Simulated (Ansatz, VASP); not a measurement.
Re: VASP beside Ansatz

```
Re
1.0
     4.90732    0.00000    0.00000
     0.00000    4.90732    0.00000
     0.00000    0.00000    4.90732
Re
8
Direct
  0.50000 0.50000 0.50000
  0.00000 0.00000 0.00000
  0.25000 0.00000 0.50000
  0.50000 0.25000 0.00000
  0.50000 0.75000 0.00000
  0.75000 0.00000 0.50000
  0.00000 0.50000 0.75000
  0.00000 0.50000 0.25000
```

Alike in both runs: functional PBEsol; k mesh 8 × 8 × 8; occupations gaussian, width 0.1 eV; no spin polarisation.

Ansatz relaxed the structure, and its values are those at the end. VASP's run is a single point on that final structure, the one shown.

|  | VASP | Ansatz |
| --- | --- | --- |
| version | VASP 6.6.1 | Ansatz 0.2.0 |
| potentials or method | VASP PAW PBE potentials, release 64 (Re) | scalar-relativistic, plane waves, PAW |
| plane-wave cutoff (eV) | 520 | 420 |
| valence electrons in the cell | 56 | 120 |

|  | VASP | Ansatz | Ansatz less VASP |
| --- | --- | --- | --- |
| gap on the k mesh at the Fermi level (eV) | none | none | - |
| pressure (GPa) | -0.3 | 0.0 | +0.29 |

A gap of «none» marks a metal or a gap that the smearing closes. With one functional, cell and mesh, what is left measures potentials, basis and numerics. The two sets of potentials don't hold the same shells in valence.

Caveats: the PAW data sets were made with another functional, which shifts forces and pressure a little (VASP). Spin-orbit coupling is left out, which matters for the levels of Re.
